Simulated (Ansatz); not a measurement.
ZnTe:
```xyz
2
Lattice="0.0000 3.0568 3.0568 3.0568 0.0000 3.0568 3.0568 3.0568 0.0000" Properties=species:S:1:pos:R:3 pbc="T T T"
Te     4.5851     4.5851     4.5851
Zn     0.0000     0.0000     0.0000
```

r²SCAN in the plane-wave PAW code Ansatz gives a gap of 1.79 eV without spin–orbit coupling, maximum at Γ, minimum at Γ.

What happens when spin–orbit coupling is switched on?

The gap falls by 0.27 eV, to 1.52 eV; maximum at Γ, minimum at Γ.

How large is the spin–orbit splitting of the valence top at Γ?

The fourfold level lies 0.87 eV above the split-off pair.

Give the electron effective mass with spin–orbit coupling.

0.11 mₑ (isotropic).

Space group F-43m (zinc blende). Symmetry was held in the r²SCAN relaxation; of distortions, only those at the zone centre were tested.

Potentials: the later of the program's two PAW sets.
